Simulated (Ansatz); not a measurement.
# Si: the cost of one run

Program: Ansatz 0.2.0. Level of theory: DFT PBEsol, scalar-relativistic, plane waves, PAW. These are calculated values, not measurements.

2 further runs of the same task are left out: 2 set aside as unsound or not needed.

## Step 1: The system as given

The structure is cubic, space group Fd-3m (No. 227). The conventional cell has a = 5.434 Å, b = 5.434 Å, c = 5.434 Å, α = 90.00°, β = 90.00°, γ = 90.00°. Around Si (site symmetry -43m) lie 4 Si at 2.35 Å.

As a file:

```xyz
2
Lattice="0.0000 2.7169 2.7169 2.7169 0.0000 2.7169 2.7169 2.7169 0.0000" Properties=species:S:1:pos:R:3 pbc="T T T"
Si    4.0754    4.0754    4.0754
Si    2.7169    2.7169    2.7169
```

It goes back to an entry of the Materials Project.

This cell was relaxed beforehand with the same method: volume 20.06 Å³/atom, gap on the mesh 0.46 eV.

## Step 2: The bulk's band edges

input.yaml

```yaml
crystal:
  lattice:
    - [0.0, 2.7169171022, 2.7169171022]
    - [2.7169171022, 0.0, 2.7169171022]
    - [2.7169171022, 2.7169171022, 0.0]
  atoms:
    - { symbol: Si, position: [0.75, 0.75, 0.75] }
    - { symbol: Si, position: [0.5, 0.5, 0.5] }
basis:
  ecutwfc: 420
kpoints:
  mp_grid: { grid: [12, 12, 12] }
  band_path: { path: [VBM, CBM], npoints: 2 }
hamiltonian:
  xc: pbesol
scf:
  occupations: { method: gaussian, width: 0.02 }
output:
  forces: true
  stress: true
  eigenvalues: true
```

Command:

```sh
> ansatz run input.yaml --threads 8 --pin off --max-ram 20480MiB --backend cpu --events-out ev --progress --plain --runs-dir out
```

Q: Estimate wall time and peak memory on 8 threads of Intel Xeon at 2.70GHz, shared host.

About 1.7 s, with a peak of 0.36 GiB.
